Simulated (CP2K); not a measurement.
Runs of CP2K 2026.2 on GaAs. Symmetry: Fm-3m, No. 225, cubic system. The conventional cell has a = 5.392 Å, b = 5.392 Å, c = 5.392 Å, α = 90.00°, β = 90.00°, γ = 90.00°. Around Ga (site symmetry m-3m) lie 6 As at 2.70 Å. Around As (site symmetry m-3m) lie 6 Ga at 2.70 Å. The cell was built by a generator and needn't be a form met in nature.

```csv
task,level,points a segment of the path (NPOINTS),bands added on the path,gap on the mesh (eV),pressure (GPa)
band structure,MS2,10,6,none,-1.4
single point,HLE16,-,-,none,-13.7
single point,PBE,-,-,none,0.7
single point,PW91,-,-,none,1.0
band structure,LDA,10,6,none,(b)
band structure,PBEsol,10,6,none,-2.1
single point,RPBE,-,-,none,(a)
```

Alike in all rows: potentials or basis POTENTIAL_UZH Ga GTH-PBE-q13, As GTH-PBE-q5; TZVP-MOLOPT-PBE-GTH basis; no spin polarisation; cell as given; k mesh 9 × 9 × 9; smearing fermi-dirac 0.05 eV.

Problem. Fill in the values left out.

Solution. (a) 1.9; (b) -2.9.

Caveats: the basis of atomic orbitals isn't converged, which shifts pressures, moduli and gaps; the potentials were made for another functional, which shifts forces and pressure (some runs); the potentials were made for a functional far from this one (some runs).

A k mesh can miss the band edges, and the runs leave out spin-orbit coupling on As, Ga.

A gap of «none» marks a metal or a gap under the smearing width.
